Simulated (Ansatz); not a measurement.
Ge in Ansatz: the effect of exact exchange

The system is Ge.

```
CELL_PARAMETERS angstrom
0.00000 2.88574 5.11566
2.63050 0.00000 5.11566
2.63050 2.88574 0.00000
ATOMIC_POSITIONS crystal
Ge 0.72649 0.27351 0.72649
Ge 0.27351 0.72649 0.27351
Ge 0.21813 0.21813 0.78187
Ge 0.78187 0.78187 0.21813
```

This isn't the form of Ge at room conditions, which is diamond.

Alike in all runs:

```yaml
Program: Ansatz 0.2.0
Task: single point
Functional: HSE06 form with a typed share of exact exchange
Potentials_or_basis: Ansatz PAW
Cutoff: "420 eV (not typed: the program's choice for these potentials)"
k_mesh: 4 × 4 × 4
Occupations: fermi-dirac, width 0.05 eV
Spin: no spin polarisation
```

```csv
exact exchange,pressure (GPa),largest force (eV/Å)
0.05,-0.7,0.18
0.1,-1.3,0.18
0.15,-1.8,0.19
0.2,?,?
0.25,-3.0,0.23
0.3,-3.5,0.25
0.4,-4.7,0.30
0.5,-5.8,0.34
```

Task: What does the run with exact exchange 0.2 give?

Result: Pressure -2.4 GPa; largest force 0.21 eV/Å.

Worked out: A straight line through the other rows of the pressure, of slope -11.3 GPa per unit of exact exchange, gives -2.4 GPa, against the run's -2.4. A parabola through the other rows of the largest force, of slope 0.322 eV/Å per unit of exact exchange there, gives 0.21 eV/Å, against the run's 0.21.

Caveats: all runs use coarse meshes; the PAW data sets come from PBE, with cores solved anew for the run's functional, which leaves a small shift of forces and pressure; the thresholds are loose for stress.
